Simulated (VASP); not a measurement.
# HgSe in VASP 6.6.1, relaxation

INCAR

```
GGA = PE
NBANDS = 16
ISMEAR = -1
LCHARG = .FALSE.
NELM = 120
LASPH = .TRUE.
LWAVE = .FALSE.
NSW = 40
SIGMA = 0.02
ISIF = 3
IBRION = 2
EDIFF = 1E-7
LREAL = .FALSE.
ENCUT = 600
PREC = Accurate
IVDW = 12
EDIFFG = -5E-3
```

KPOINTS

```
KPOINTS created by Atomic Simulation Environment
0
Gamma
8 8 8
0 0 0
```

POSCAR

```
Hg Se
 1.0000000000000000
     0.0000000000000000    2.8526876800999998    2.8526876800999998
     2.8526876800999998    0.0000000000000000    2.8526876800999998
     2.8526876800999998    2.8526876800999998    0.0000000000000000
 Hg  Se
   1   1
Cartesian
  0.0000000000000000  0.0000000000000000  0.0000000000000000
  1.4263438400499999  1.4263438400499999  1.4263438400499999
```

The recommended PBE PAW datasets give the neutral cell 18 valence electrons.

Command

```
mpirun -np 1 vasp_std
```

Task: How does this run end, and what does it give?

Result: It converged. Results: relaxed cell vector lengths 4.372, 4.372, 4.372 Å; relaxed cell volume 59.09 Å³.

OSZICAR

```
N       E                     dE             d eps       ncg     rms          rms(c)
DAV:   1     0.127533255871E+03    0.12753E+03   -0.95228E+03   928   0.116E+03
DAV:   2     0.792967118547E+00   -0.12674E+03   -0.11771E+03  1072   0.266E+02
DAV:   3    -0.353188599208E+01   -0.43249E+01   -0.43125E+01  1144   0.502E+01
DAV:   4    -0.354874941383E+01   -0.16863E-01   -0.16862E-01  1120   0.317E+00
DAV:   5    -0.354882655477E+01   -0.77141E-04   -0.77140E-04  1176   0.194E-01    0.130E+01
DAV:   6    -0.322969880078E+01    0.31913E+00   -0.48518E-01  1360   0.106E+01    0.925E+00
DAV:   7    -0.320823955691E+01    0.21459E-01   -0.17489E-01  1088   0.329E+00    0.285E+00
DAV:   8    -0.320597640200E+01    0.22632E-02   -0.26739E-02  1104   0.213E+00    0.271E-01
DAV:   9    -0.320576775805E+01    0.20864E-03   -0.21566E-03  1144   0.580E-01    0.114E-01
DAV:  10    -0.320578756608E+01   -0.19808E-04   -0.96126E-05  1160   0.117E-01    0.281E-02
...
DAV:   3    -0.409949996807E+01    0.30161E+00   -0.11536E+00  1184   0.749E+00    0.234E+00
DAV:   4    -0.406997646108E+01    0.29524E-01   -0.69466E-02  1016   0.147E+00    0.125E+00
DAV:   5    -0.406892035191E+01    0.10561E-02   -0.54130E-03  1112   0.830E-01    0.579E-01
DAV:   6    -0.406967246345E+01   -0.75211E-03   -0.31426E-03  1080   0.499E-01    0.715E-02
DAV:   7    -0.406973346195E+01   -0.60999E-04   -0.16642E-04  1080   0.124E-01    0.640E-02
DAV:   8    -0.406976088842E+01   -0.27426E-04   -0.34765E-05   968   0.339E-02    0.109E-02
DAV:   9    -0.406976188595E+01   -0.99753E-06   -0.46091E-06  1224   0.234E-02    0.214E-03
DAV:  10    -0.406976283499E+01   -0.94904E-06   -0.16739E-06   992   0.859E-03    0.152E-03
DAV:  11    -0.406976288512E+01   -0.50128E-07   -0.96178E-08   976   0.364E-03
   3 F= -.47035999E+01 E0= -.47035233E+01  d E =-.667082E+00
```

Standard output (part)

```
POSCAR found type information on POSCAR HgSe
 POSCAR found :  2 types and       2 ions
 LDA part: xc-table for (Slater+PW92), standard interpolation
 POSCAR, INCAR and KPOINTS ok, starting setup
 WAVECAR not read
 entering main loop
 curvature:   0.00 expect dE= 0.000E+00 dE for cont linesearch  0.000E+00
 search vector abs. value=  0.281E+01
 bond charge predicted
 trial-energy change:   -0.429408  1 .order   -0.860709   -2.808055    1.086636
 bond charge predicted
 curvature:  -0.24 expect dE=-0.911E-08 dE for cont linesearch -0.911E-08
 search vector abs. value=  0.387E-07
 reached required accuracy - stopping structural energy minimisation
```

```
ionic step  ΔE (meV/atom)  volume (Å³)  largest force (eV/Å)  pressure (GPa)  electronic steps
         1            0.0        46.43                 0.000           21.50                14
         2         -214.7        70.66                 0.000           -5.47                12
         3         -333.5        59.09                 0.000            0.00                11
```

 The volume moved far on the plane waves of the start cell, so a restart from CONTCAR is due.

For comparison, a separate PBE relaxation on usual settings, not on those above, ends at 61.61 Å³.
